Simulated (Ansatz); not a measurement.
The system is Si2Mo.

```
Mo Si
1.0
    -1.60000    1.60000    3.93050
     1.60000   -1.60000    3.93050
     1.60000    1.60000   -3.93050
Mo Si
1 2
Cartesian
  0.0000 0.0000 0.0000
  0.0000 0.0000 5.2433
  0.0000 0.0000 2.6177
```

Base run:

| Property | Result |
| --- | --- |
| Program | Ansatz 0.2.0 |
| Functional | PBEsol |
| Potentials or basis | all-electron LAPW, scalar-relativistic |
| Cutoff | 205 eV |
| Density cutoff | 818 eV |
| Basis error allowed | 0.002 eV/atom |
| k mesh | 12 × 12 × 12 |
| Occupations | fermi-dirac, width 0.05 eV |
| Spin | no spin polarisation |
| Hubbard terms | Mo d U = 2 eV |

Its results: band gap on the k mesh none (metal or under the smearing width); pressure -3.2 GPa; largest force 0.450 eV/Å.

Problem. The run is repeated on the same cell with these changes: hubbard terms from Mo d U = 2 eV to Mo d U = 4 eV. What comes out?

Solution. Band gap on the k mesh none (metal or under the smearing width); pressure -3.7 GPa; largest force 0.598 eV/Å.

Caveats: U is the effective U less J, on atomic orbitals that reach past the spheres; U without spin polarisation on a metal has little footing; the U is typed as a test and isn't derived for this compound.

Not every run made on this cell is shown here.
